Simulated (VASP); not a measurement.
A run of VASP 6.6.1:

INCAR

```
SYSTEM = Ag
ALGO = Normal
EDIFF = 1E-7
EDIFFG = -0.005
ENCUT = 600
GGA = PS
IBRION = 2
ISIF = 3
ISMEAR = 0
LASPH = .TRUE.
LCHARG = .FALSE.
LREAL = .FALSE.
LWAVE = .FALSE.
NELM = 100
NSW = 90
PREC = Accurate
SIGMA = 0.1
```

The input KPOINTS:

```
k-points
0
G
  18 18 18
  0 0 0
```

Contents of POSCAR:

```
Ag
1.0
    0.0000000000      2.0675000000      2.0675000000
    2.0675000000      0.0000000000      2.0675000000
    2.0675000000      2.0675000000      0.0000000000
Ag
1
Direct
    0.0000000000      0.0000000000      0.0000000000
```

Potentials or basis: VASP PAW PBE potentials, release 64 (Ag).

Run with:

```sh
$ cat potpaw_PBE.64/Ag/POTCAR > POTCAR
$ mpirun -np 1 vasp_std > vasp.out
```

Hardware: 1 thread of AMD EPYC 9R45 96-Core Processor (Zen 5), on a shared host.

Question: Estimate the wall time of this run.

Answer: Wall time 31 s on 1 thread of AMD EPYC 9R45 96-Core Processor (Zen 5), with other jobs on the host, peak memory 0.15 GiB. Counts: scf iterations 27, k points 195, ion steps 3.
